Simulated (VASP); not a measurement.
# Au in VASP: further runs

Runs on Au. Level: PBE. Tasks: single point.

Program: VASP 6.6.1. These are calculated values, not measurements. Logs are shortened: lines on timing, memory, paths and dates and some standing lists are left out, and cuts for length are marked.

### 1 The structure

The cell holds a sheet with vacuum, 1 atom: a = 2.662 Å, b = 2.662 Å, c = 23.800 Å, α = 90.00°, β = 90.00°, γ = 90.00°.

The cell was built by a generator and needn't be a form met in nature.

### 2 Single point, PBE

INCAR

```
ALGO = Fast ; DIPOL = 0.5 0.5 0.294
EDIFF = 1E-6 ; ENCUT = 520
GGA = PE ; IDIPOL = 3
ISIF = 2 ; ISMEAR = 0
LASPH = T ; LCHARG = F
LDIPOL = T ; LREAL = F
LWAVE = F ; NBANDS = 12
NELM = 80 ; PREC = Accurate
SIGMA = 0.1
```

KPOINTS

```
k-points
0
Gamma
  20 20 1
```

POSCAR

```
Au
1.0
    2.6622683345      0.0000000000      0.0000000000
    0.0000000000      2.6617005699      0.0000000000
    0.0000000000      0.0000000000     23.8000000000
Au
1
Direct
    0.0000000000      0.5000000000      0.2941176471
```

Potentials or basis: VASP PAW PBE potentials, release 64 (Au).

Run with:

```
$ cat potpaw_PBE.64/Au/POTCAR > POTCAR
$ mpirun -np 1 vasp_std > vasp.out
```

OUTCAR:

```text
EDIFF = 1E-6
   ENCUT = 520
   GGA = PE
   ISIF = 2
   ISMEAR = 0
   LASPH = T
   LREAL = F
   NELM = 80
   PREC = Accurate

 ion  position               nearest neighbor table
   1  0.000  0.500  0.294-

  LATTYP: Found a simple orthorhombic cell.
 ALAT       =     2.6617005699
 B/A-ratio  =     1.0002133090
 C/A-ratio  =     8.9416519158

  Lattice vectors:

 A1 = (   0.0000000000,  -2.6617005699,   0.0000000000)
 A2 = (   2.6622683345,   0.0000000000,   0.0000000000)
 A3 = (   0.0000000000,   0.0000000000,  23.8000000000)

Analysis of symmetry for initial positions (statically):
=====================================================================
 Subroutine PRICEL returns:
 Original cell was already a primitive cell.

 Routine SETGRP: Setting up the symmetry group for a
 simple orthorhombic supercell.

 Subroutine GETGRP returns: Found  8 space group operations
 (whereof  4 operations were pure point group operations)
 out of a pool of  8 trial point group operations.

The static configuration has the point symmetry C_2v.
 The point group associated with its full space group is D_2h.

Analysis of symmetry for dynamics (positions and initial velocities):
=====================================================================
 Subroutine PRICEL returns:
 Original cell was already a primitive cell.

 Routine SETGRP: Setting up the symmetry group for a
 simple orthorhombic supercell.

 Subroutine GETGRP returns: Found  8 space group operations
 (whereof  4 operations were pure point group operations)
 out of a pool of  8 trial point group operations.

The dynamic configuration has the point symmetry C_2v.
 The point group associated with its full space group is D_2h.

 Subroutine INISYM returns: Found  8 space group operations
 (whereof  4 operations are pure point group operations),
 and found     1 'primitive' translations

----------------------------------------------------------------------------------------

                                     Primitive cell

  volume of cell :     168.6506

  direct lattice vectors                    reciprocal lattice vectors
     2.662268335  0.000000000  0.000000000     0.375619537  0.000000000  0.000000000
     0.000000000  2.661700570  0.000000000     0.000000000  0.375699660  0.000000000
     0.000000000  0.000000000 23.800000000     0.000000000  0.000000000  0.042016807

  length of vectors
     2.662268335  2.661700570 23.800000000     0.375619537  0.375699660  0.042016807

  position of ions in fractional coordinates (direct lattice)
     0.000000000  0.500000000  0.294117647

  ion indices of the primitive-cell ions
   primitive index   ion index
                 1           1

----------------------------------------------------------------------------------------

 KPOINTS: k-points

Automatic generation of k-mesh.
 Grid dimensions read from file:
 generate k-points for:   20   20    1

 Generating k-lattice:

  Cartesian coordinates                     Fractional coordinates (reciprocal lattice)
     0.018780977  0.000000000  0.000000000     0.050000000  0.000000000  0.000000000
     0.000000000  0.018784983  0.000000000     0.000000000  0.050000000  0.000000000
     0.000000000  0.000000000  0.042016807     0.000000000  0.000000000  1.000000000

  Length of vectors
     0.018780977  0.018784983  0.042016807

  Shift w.r.t. Gamma in fractional coordinates (k-lattice)
     0.000000000  0.000000000  0.000000000

 Subroutine IBZKPT returns following result:
 ===========================================

 Found    121 irreducible k-points:

 Following reciprocal coordinates:
            Coordinates               Weight
  0.000000  0.000000  0.000000      1.000000
  0.050000  0.000000  0.000000      2.000000
  0.100000  0.000000  0.000000      2.000000
  0.150000  0.000000  0.000000      2.000000
  0.200000  0.000000  0.000000      2.000000
  0.250000  0.000000  0.000000      2.000000
[... 16 lines left out ...]
  0.000000  0.100000  0.000000      2.000000
  0.050000  0.100000  0.000000      4.000000
 [... further k-points ...]
   k-points           NKPTS =    121   k-points in BZ     NKDIM =    121   number of bands    NBANDS=     12
   number of dos      NEDOS =    301   number of ions     NIONS =      1
   total plane-waves  NPLWV =  72000
   dimension x,y,z NGX =    20 NGY =   20 NGZ =  180
   dimension x,y,z NGXF=    40 NGYF=   40 NGZF=  360
   ions per type =               1
   NGX,Y,Z   is equivalent  to a cutoff of  12.49, 12.49, 12.57 a.u.
   NGXF,Y,Z  is equivalent  to a cutoff of  24.98, 24.98, 25.15 a.u.
 SYSTEM =  unknown system
   PREC   = accura    normal or accurate (medium, high low for compatibility)
   ISTART =      0    job   : 0-new  1-cont  2-samecut
   ICHARG =      2    charge: 1-file 2-atom 10-const
   ISPIN  =      1    spin polarized calculation?
   LNONCOLLINEAR =      F non collinear calculations
   LSORBIT =      F    spin-orbit coupling
   LASPH  =      T    aspherical Exc in radial PAW
   ENCUT  =  520.0 eV  38.22 Ry    6.18 a.u.   4.95  4.95 44.25*2*pi/ulx,y,z
   NELM   =     80;   NELMIN=  2; NELMDL= -5     # of ELM steps
   EDIFF  = 0.1E-05   stopping-criterion for ELM
   LREAL  =      F    real-space projection
   EDIFFG = 0.1E-04   stopping-criterion for IOM
   NSW    =      0    number of steps for IOM
   IBRION =     -1    ionic relax: 0-MD 1-quasi-New 2-CG
   NFREE  =      0    steps in history (QN), initial steepest desc. (CG)
   ISIF   =      2    stress and relaxation
   ISYM   =      2    0-nonsym 1-usesym 2-fastsym
   POTIM  = 0.5000    time-step for ionic-motion
   TEBEG  =    0.0;   TEEND  =   0.0 temperature during run
   PSTRESS=    0.0 pullay stress
   NELECT =      11.0000    total number of electrons
   NUPDOWN=      -1.0000    fix difference up-down
   EMIN   =  10.00;   EMAX   =-10.00  energy-range for DOS
   EFERMI =   0.00;   METHOD = LEGACY
   ISMEAR =     0;   SIGMA  =   0.10  broadening in eV -4-tet -1-fermi 0-gaus
   EFERMI_NEDOS =   21; number of points for ismear=-14 and -15
   IALGO  =     68    algorithm
   IMIX   =      4    mixing-type and parameters
     AMIX     =   0.40;   BMIX     =  1.00
     AMIX_MAG =   1.60;   BMIX_MAG =  1.00
  volume/ion in A,a.u.               =     168.65      1138.11
  Fermi-wavevector in a.u.,A,eV,Ry     =   0.658986  1.245304  5.908506  0.434263
  Thomas-Fermi vector in A             =   1.730980
   LORBIT       =      0    0 simple, 1 ext, 2 COOP (PROOUT), +10 PAW based schemes
   GGA     = PE    functional components
   LHFCALC =     F    Hartree Fock is set to
   AEXX    =    0.0000 exact exchange contribution
   IVDW    =     0    specifies the selected vdW correction
   LEPSILON=     F    determine dielectric tensor
   LRPA    =     F    only Hartree local field effects (RPA)
 non-spin polarized calculation
 RMM-DIIS sequential band-by-band and
 Gauss-broadening in eV      SIGMA  =   0.10
  energy-cutoff  :      520.00
  volume of cell :      168.65
 maximum number of plane-waves:      4582
 NGX is ok and might be reduce to    20
   NGX =  9   NGY =  9   NGZ = 89

 number of electron      11.0000002 magnetization

 dipolmoment           0.000000      0.000000     -0.000003 electrons x Angstroem

 Free energy of the ion-electron system (eV)
  ---------------------------------------------------
  ext. energy  EPLUGINS =         0.00000000
  ---------------------------------------------------
  free energy    TOTEN  =        -2.65257802 eV

  energy without entropy =       -2.65016818  energy(sigma->0) =       -2.65137310

 E-fermi :  -4.3369     XC(G=0):  -1.9495

 val. band max:       -4.3643323379   @ k =   0.4000   0.5000   0.0000
 cond. band min:      -4.3076519792   @ k =   0.4000   0.0500   0.0000
 fundamental gap:      0.0566803587
 Fermi energy:        -4.3369088240

 k-point     1 :       0.0000    0.0000    0.0000
  band No.  band energies     occupation
      1     -10.7209      2.00000
      2      -9.7369      2.00000
      3      -6.9266      2.00000
      4      -5.6119      2.00000
      5      -5.6105      2.00000
      6      -4.9872      2.00000
      7      -2.4268      0.00000
      8       1.1701      0.00000
      9       1.5871      0.00000
     10       1.6103      0.00000
     11       2.5328      0.00000
     12       2.7962      0.00000

 k-point     2 :       0.0500    0.0000    0.0000
  band No.  band energies     occupation
      1     -10.6478      2.00000
      2      -9.6910      2.00000
      3      -6.9075      2.00000
      4      -5.7185      2.00000
      5      -5.6049      2.00000
      6      -5.0337      2.00000
      7      -2.3086      0.00000
      8       1.2213      0.00000
      9       1.6427      0.00000
     10       1.6625      0.00000
     11       2.5893      0.00000
     12       2.8475      0.00000

 k-point     3 :       0.1000    0.0000    0.0000
  band No.  band energies     occupation
      1     -10.4520      2.00000
      2      -9.5333      2.00000
      3      -6.8513      2.00000
      4      -5.9957      2.00000
      5      -5.5886      2.00000
      6      -5.1661      2.00000
      7      -1.9917      0.00000
      8       1.3748      0.00000
      9       1.8088      0.00000
     10       1.8193      0.00000
     11       2.7581      0.00000
     12       3.0015      0.00000

 k-point     4 :       0.1500    0.0000    0.0000
  band No.  band energies     occupation
      1     -10.2071      2.00000
      2      -9.2012      2.00000
      3      -6.7605      2.00000
      4      -6.3637      2.00000
      5      -5.5630      2.00000
      6      -5.3658      2.00000
      7      -1.5427      0.00000
      8       1.6306      0.00000
      9       2.0807      0.00000
     10       2.0837      0.00000
     11       3.0370      0.00000
     12       3.2581      0.00000

 k-point     5 :       0.2000    0.0000    0.0000
  band No.  band energies     occupation
      1      -9.9899      2.00000
      2      -8.6377      2.00000
      3      -6.7589      2.00000
      4      -6.6388      2.00000
      5      -5.6069      2.00000
      6      -5.5306      2.00000
      7      -1.0068      0.00000
      8       1.9885      0.00000
      9       2.4470      0.00000
     10       2.4651      0.00000
     11       3.4228      0.00000
     12       3.6175      0.00000
[... 228 lines left out ...]
      1      -9.2816      2.00000
      2      -8.0833      2.00000
      3      -6.7122      2.00000
      4      -6.1353      2.00000
      5      -5.4526      2.00000
      6      -3.1093      0.00000
      7       0.4423      0.00000
      8       2.3352      0.00000
      9       5.3690      0.00000
     10       5.6276      0.00000
     11       5.9123      0.00000
     12       6.2846      0.00000

 k-point    22 :       0.5000    0.0500    0.0000
  band No.  band energies     occupation
      1      -9.2602      2.00000
      2      -8.1264      2.00000
      3      -6.7455      2.00000
      4      -6.1062      2.00000
      5      -5.4463      2.00000
      6      -2.3721      0.00000
      7      -0.3506      0.00000
      8       2.6105      0.00000
      9       5.5568      0.00000
     10       6.2087      0.00000
     11       6.4995      0.00000
     12       6.9248      0.00000

 k-point    23 :       0.0000    0.1000    0.0000
  band No.  band energies     occupation
      1     -10.4511      2.00000
      2      -9.5338      2.00000
      3      -6.8512      2.00000
      4      -5.9947      2.00000
      5      -5.5899      2.00000
      6      -5.1665      2.00000
      7      -1.9914      0.00000
      8       1.3749      0.00000
      9       1.8089      0.00000
     10       1.8194      0.00000
     11       2.7582      0.00000
     12       3.0016      0.00000

 k-point    24 :       0.0500    0.1000    0.0000
  band No.  band energies     occupation
      1     -10.3659      2.00000
      2      -9.5006      2.00000
      3      -6.8328      2.00000
      4      -6.0033      2.00000
      5      -5.6707      2.00000
      6      -5.2140      2.00000
      7      -1.8842      0.00000
      8       1.4261      0.00000
      9       1.8645      0.00000
     10       1.8717      0.00000
     11       2.8149      0.00000
     12       3.0529      0.00000

 [... further k-points ...]

------------------------ aborting loop because EDIFF is reached ----------------------------------------

 vacuum level on the upper side and lower side of the slab       (xc-potential included)        -0.160        -0.161

  FORCE on cell =-STRESS in cart. coord.  units (eV):
  Direction    XX          YY          ZZ          XY          YZ          ZX
  --------------------------------------------------------------------------------------
  -------------------------------------------------------------------------------------
  Total       -0.0222250     -0.0142177     -0.0138657      0.0000000      0.0000000      0.0000000
  in kB       -0.2111368     -0.1350676     -0.1317235      0.0000000      0.0000000      0.0000000
  external PRESSURE =      -0.1593093 kB  Pullay stress =       0.0000000 kB

 VOLUME and BASIS-vectors are now :
 -----------------------------------------------------------------------------
  energy-cutoff  :      520.00
  volume of cell :      168.65
      direct lattice vectors                 reciprocal lattice vectors
     2.662268335  0.000000000  0.000000000     0.375619537  0.000000000  0.000000000
     0.000000000  2.661700570  0.000000000     0.000000000  0.375699660  0.000000000
     0.000000000  0.000000000 23.800000000     0.000000000  0.000000000  0.042016807

 POSITION                                       TOTAL-FORCE (eV/Angst)
 -----------------------------------------------------------------------------------
      0.00000      1.33085      7.00000         0.000000      0.000000      0.000000
 -----------------------------------------------------------------------------------
    total drift:                               -0.000000      0.000000     -0.000031

  FREE ENERGIE OF THE ION-ELECTRON SYSTEM (eV)
  ---------------------------------------------------
  free  energy   TOTEN  =        -2.6525780175 eV

  energy  without entropy=       -2.6501681774  energy(sigma->0) =       -2.65137310

 vacuum level on the upper side and lower side of the slab         1.306         1.305
```

Run time: 3.8 min. Hardware: 1 thread of Intel Xeon Platinum 8488C (Sapphire Rapids), shared host; peak memory 0.41 GiB.

Results:

- Free energy: -2.6526 eV
- Band gap on the k mesh: none (metal or under the smearing width)

### 3 Single point, PBE

This run uses another cell than the first one, of 168.19 Å³/atom, 0.997 times its volume.

INCAR

```
PREC = Accurate
ENCUT = 520
EDIFF = 1E-6
ISMEAR = 0
SIGMA = 0.1
LREAL = F
LASPH = T
NELM = 100
ALGO = Fast
ISIF = 2
LWAVE = F
LCHARG = T
LDIPOL = T
IDIPOL = 3
DIPOL = 0.5 0.5 0.294
GGA = PE
LELF = T
LVHAR = T
LVACPOTAV = T
NBANDS = 12
```

KPOINTS

```
regular mesh
0
Gamma
  20 20 1
```

POSCAR

```
Au
1.0
    2.6595693898      0.0000000000      0.0000000000
    0.0000000000      2.6571641651      0.0000000000
    0.0000000000      0.0000000000     23.8000000000
Au
1
Direct
    0.0000000000      0.5000000000      0.2941176471
```

Potentials or basis: VASP PAW PBE potentials, release 64 (Au).

Run with:

```
$ cat potpaw_PBE.64/Au/POTCAR > POTCAR
$ mpirun -np 1 vasp_std > vasp.out
```

Run time: 3.8 min. Hardware: 1 thread of Intel Xeon Platinum 8488C (Sapphire Rapids), shared host; peak memory 0.41 GiB.

Results (log left out):

| Property | Result |
| --- | --- |
| Free energy | -2.6525 eV |
| Band gap on the k mesh | none (metal or under the smearing width) |
| Work function of the upper face | 5.77 eV |
| Work function of the lower face | 5.77 eV |

Levels at points of the mesh, in eV from the Fermi level:
```tsv
k point	band 2	band 3	band 4	band 5	band 6	band 7	band 8	band 9	band 10	band 11
(0.00, 0.00, 0.00)	-5.43	-2.60	-1.28	-1.27	-0.65	1.90	5.50	5.92	5.94	6.87
(0.50, 0.00, 0.00)	-3.82	-2.28	-1.79	-1.04	1.80	3.99	6.85	9.86	10.49	10.79
(0.00, 0.50, 0.00)	-3.83	-2.29	-1.79	-1.04	1.81	4.01	6.86	9.87	10.50	10.80
(0.50, 0.50, 0.00)	-3.22	-3.22	-1.40	0.66	6.73	6.74	9.45	12.09	12.69	13.49
```

### 4 Single point, PBE

INCAR

```
  PREC = Accurate
  ENCUT = 520
  EDIFF = 1E-6
  ISMEAR = 0
  SIGMA = 0.1
  LREAL = F
  LASPH = T
  NELM = 100
  ALGO = Fast
  ISIF = 2
  LWAVE = F
  LCHARG = F
  LDIPOL = T
  IDIPOL = 3
  DIPOL = 0.5 0.5 0.294
  GGA = PE
  NBANDS = 12
```

KPOINTS

```
Automatic mesh
0
Gamma
  20 20 1
```

POSCAR

```
Au
1.0
    2.6622683345      0.0000000000      0.0000000000
    0.0000000000      2.6617005699      0.0000000000
    0.0000000000      0.0000000000     23.8000000000
Au
1
Direct
    0.0000000000      0.5000000000      0.2941176471
```

Run with:

```
$ cat potpaw_PBE.64/Au/POTCAR > POTCAR
$ mpirun -np 1 vasp_std > vasp.out
```

It took 4.3 min on 1 thread of Intel Xeon Platinum 8488C (Sapphire Rapids), shared host; peak memory 0.41 GiB.

Results (log left out):

| Property | Result |
| --- | --- |
| Free energy | -2.6526 eV |
| Band gap on the k mesh | none (metal or under the smearing width) |

Levels at points of the mesh, in eV from the Fermi level:
| k point | band 2 | band 3 | band 4 | band 5 | band 6 | band 7 | band 8 | band 9 | band 10 | band 11 |
| --- | --- | --- | --- | --- | --- | --- | --- | --- | --- | --- |
| (0.00, 0.00, 0.00) | -5.40 | -2.59 | -1.27 | -1.27 | -0.65 | 1.91 | 5.51 | 5.92 | 5.95 | 6.87 |
| (0.50, 0.00, 0.00) | -3.80 | -2.28 | -1.78 | -1.04 | 1.81 | 3.97 | 6.85 | 9.85 | 10.49 | 10.79 |
| (0.00, 0.50, 0.00) | -3.80 | -2.28 | -1.78 | -1.04 | 1.81 | 3.98 | 6.85 | 9.85 | 10.49 | 10.79 |
| (0.50, 0.50, 0.00) | -3.21 | -3.20 | -1.40 | 0.65 | 6.72 | 6.72 | 9.40 | 12.06 | 12.69 | 13.47 |
